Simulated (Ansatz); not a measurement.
# TiC: density of states with r2SCAN+D3(BJ)

TiC:

```
CELL_PARAMETERS angstrom
0.00000 2.16572 2.16572
2.16572 0.00000 2.16572
2.16572 2.16572 0.00000
ATOMIC_POSITIONS crystal
Ti 0.00000 0.00000 0.00000
C 0.50000 0.50000 0.50000
```

The cell is a database's computed one.

* Program: Ansatz 0.2.0
* Task: density of states
* Functional: r2SCAN
* Dispersion: D3(BJ)
* Potentials or basis: PseudoDojo standard
* Cutoff: 1143 eV
* Density cutoff: 4572 eV
* k mesh: 11 × 11 × 11
* Occupations: gaussian, width 0.05 eV
* Spin: no spin polarisation
* Driver: chain

```json
{
  "Pressure": "-3.9 GPa",
  "Band gap on the k mesh": "none (metal or under the smearing width)",
  "Density of states at the Fermi level": "0.24 states/eV per cell"
}
```

Levels at points of the mesh, in eV from the Fermi level:
| k point | band 4 | band 5 | band 6 | band 7 | band 8 | band 9 | band 10 | band 11 | band 12 | band 13 |
| --- | --- | --- | --- | --- | --- | --- | --- | --- | --- | --- |
| (0.00, 0.00, 0.00) | -34.52 | -13.63 | 0.75 | 0.75 | 0.75 | 1.55 | 1.55 | 1.55 | 1.73 | 1.73 |

States per cell in windows of 1 eV (zero at the Fermi level; states under -8 eV left out):
| from (eV) | total |
| --- | --- |
| -8.0 | 0.00 |
| -7.0 | 0.01 |
| -6.0 | 0.31 |
| -5.0 | 1.04 |
| -4.0 | 1.25 |
| -3.0 | 2.12 |
| -2.0 | 0.91 |
| -1.0 | 0.36 |
| 0.0 | 0.34 |
| 1.0 | 0.76 |
| 2.0 | 1.40 |
| 3.0 | 2.14 |
| 4.0 | 2.08 |
| 5.0 | 0.91 |
| 6.0 | 1.12 |
| 7.0 | 0.90 |

Wall time 4.1 s on 2 threads of INTEL(R) XEON(R) PLATINUM 8581C CPU @ 2.30GHz (Emerald Rapids) (shared host), peak memory 0.6 GiB.

Caveat: the potentials were made for another functional, which shifts forces and pressure; pairwise dispersion overbinds metals, which lowers pressure and volume; the dispersion damping was fitted for another functional or another form of the correction.
